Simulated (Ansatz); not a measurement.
## Band transport in AlN

Method: DFT PBEsol, scalar-relativistic, plane waves, PAW in Ansatz. Cutoff 420 eV, 10×10×10 k-points (Γ-centred), Gaussian smearing of 0.02 eV. No spin polarisation.

The cell, relaxed at this level:
```
Al N
1.0
     0.00000    2.18884    2.18884
     2.18884    0.00000    2.18884
     2.18884    2.18884    0.00000
Al N
1 1
Direct
  0.00000 0.00000 0.00000
  0.75000 0.75000 0.75000
```

Constant relaxation time and rigid bands. The levels are interpolated over the whole zone and filled by a Fermi function at the stated temperature, with the chemical potential set by the electron count. The Kohn–Sham gap on the mesh is 3.19 eV and isn't corrected.

Question: Give the Seebeck coefficient (μV/K; xx, yy, zz) and the conductivity masses (m_e; principal values, sorted) at 300 K against doping (cm⁻³).

Answer:
| doping | S | m* |
| --- | --- | --- |
| n 1e18 | -463 -463 -463 | 0.37 0.37 0.37 |
| n 1e19 | -268 -268 -268 | 0.38 0.38 0.38 |
| n 1e20 | -102 -102 -102 | 0.38 0.38 0.38 |
| n 1e21 | -25 -25 -25 | 0.42 0.42 0.42 |
| p 1e18 | 741 741 741 | 1.39 1.39 1.39 |
| p 1e19 | 543 543 543 | 1.39 1.39 1.39 |
| p 1e20 | 345 345 345 | 1.40 1.40 1.40 |
| p 1e21 | 155 155 155 | 1.44 1.44 1.44 |

Question: At 10¹⁸ cm⁻³, which carrier is lighter?

Answer: Electrons, 0.37 against 1.39 m_e (harmonic means of the principal values).

This zinc-blende form isn't the usual stable structure of the compound.

Cost: 1 run of about 0.57 core-minutes, on AMD EPYC 9R45 (Zen 5) (shared hosts).